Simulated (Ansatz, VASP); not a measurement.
## One calculation of Al, two programs

```
CELL_PARAMETERS angstrom
-1.55144 1.55144 1.63100
1.55144 -1.55144 1.63100
1.55144 1.55144 -1.63100
ATOMIC_POSITIONS crystal
Al 0.00000 0.00000 0.00000
```

Change from the starting cell: strain -0.025 along x and y, +0.025 along z, atoms carried along.

Alike in both runs: task single point; functional PBEsol; k mesh 20 × 20 × 20; occupations gaussian, width 0.15 eV; no spin polarisation.

|  | VASP | Ansatz |
| --- | --- | --- |
| version | VASP 6.6.1 | Ansatz 0.2.0 |
| potentials or method | VASP PAW PBE potentials, release 64 (Al) | scalar-relativistic, plane waves, PAW |
| plane-wave cutoff (eV) | 520 | 420 |
| valence electrons in the cell | 3 | 3 |

VASP gave:

| Property | Result |
| --- | --- |
| gap on the k mesh at the Fermi level (eV) | none |
| pressure (GPa) | 4.5 |
| largest component of the traceless stress (GPa) | 1.71 |

Question: Estimate Ansatz's values.

Answer: gap on the k mesh at the Fermi level (eV): none; pressure (GPa): 4.4; largest component of the traceless stress (GPa): 1.71.

A gap of «none» marks a metal or a gap that the smearing closes.

Caveats: the PAW data sets were made with another functional, which shifts forces and pressure a little (VASP).
